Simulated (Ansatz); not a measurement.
# Be2C: the cost of one run

Computed with Ansatz 0.2.0 (DFT PBEsol, frozen-core PAW, scalar-relativistic unless said, unless a step's input says otherwise).

### Step 1. The structure to begin with

The structure is cubic, space group Fm-3m (No. 225). Conventional cell: a = 4.330 Å, b = 4.330 Å, c = 4.330 Å, α = 90.00°, β = 90.00°, γ = 90.00°. Be (site symmetry -43m) is surrounded by 4 C at 1.87 Å. C (site symmetry m-3m) is surrounded by 8 Be at 1.87 Å.

Coordinates:

```cif
data_structure
_symmetry_space_group_name_H-M 'Fm-3m'
_symmetry_Int_Tables_number 225
_cell_length_a 4.3300
_cell_length_b 4.3300
_cell_length_c 4.3300
_cell_angle_alpha 90.000
_cell_angle_beta 90.000
_cell_angle_gamma 90.000
_cell_volume 81.18
loop_
_atom_site_label
_atom_site_type_symbol
_atom_site_symmetry_multiplicity
_atom_site_Wyckoff_symbol
_atom_site_fract_x
_atom_site_fract_y
_atom_site_fract_z
_atom_site_occupancy
Be1 Be 8 c 0.25000 0.25000 0.25000 1
C1 C 4 a 0.00000 0.00000 0.00000 1
```

Cartesian axes are those of the input's lattice vectors. The structure goes back to a database entry.

### Step 2. Cell and atoms relaxed, PAW

Input file input.yaml:

```yaml
crystal:
  lattice:
    - [2.165, 2.165, 0.0]
    - [-2.165, 2.165, 0.0]
    - [0.0, 2.165, 2.165]
  atoms:
    - { symbol: Be, position: [0.25, 0.75, 0.5] }
    - { symbol: Be, position: [0.75, 0.25, 0.5] }
    - { symbol: C, position: [0.0, 0.0, 0.0] }
kpoints:
  mp_grid: { grid: [14, 14, 14] }
scf:
  occupations: { method: fermi_dirac, width: 0.05 }
hamiltonian:
  xc: pbesol
  pseudopotentials: { kind: paw }
relax:
  f_tol: 0.002
  max_steps: 80
  cell: {}
output:
  forces: true
  stress: true
```

Started as:

```console
> ansatz run input.yaml --threads 1 --pin off --max-ram 3072MiB --backend cpu --events-out ev --progress --plain --runs-dir out
```

Q: Estimate wall time and peak memory on 1 thread of Intel Xeon 6975P-C (Granite Rapids), shared host.

About 2.6 s, with a peak of 0.33 GiB.
